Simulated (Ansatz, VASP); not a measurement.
# Two plane-wave programs on Ga

```xyz
4
Lattice="2.2350 -3.7987 0.0000 2.2350 3.7987 0.0000 0.0000 0.0000 4.4898" Properties=species:S:1:pos:R:3 pbc="T T T"
Ga    2.2350    2.6141    0.3738
Ga    2.2350   -1.1845    1.8711
Ga    2.2350   -2.6141    4.1160
Ga    2.2350    1.1845    2.6187
```

Alike in both runs: functional PBEsol; k mesh 12 × 12 × 10; occupations gaussian, width 0.1 eV; no spin polarisation.

Ansatz relaxed the structure, and its values are those at the end. VASP's run is a single point on that final structure, the one shown.

|  | VASP | Ansatz |
| --- | --- | --- |
| version | VASP 6.6.1 | Ansatz 0.2.0 |
| potentials or method | VASP PAW PBE potentials, release 64 (Ga_d) | scalar-relativistic, plane waves, PAW |
| plane-wave cutoff (eV) | 520 | 420 |
| valence electrons in the cell | 52 | 52 |

Ansatz gave:

| Item | Value |
| --- | --- |
| gap on the k mesh at the Fermi level (eV) | none |
| pressure (GPa) | 0.0 |

Q: Estimate VASP's values.

A: gap on the k mesh at the Fermi level (eV): none; pressure (GPa): 0.1.

A gap of «none» marks a metal or a gap that the smearing closes. With one functional, cell and mesh, what is left measures potentials, basis and numerics.

Caveats: the PAW data sets were made with another functional, which shifts forces and pressure a little (VASP).
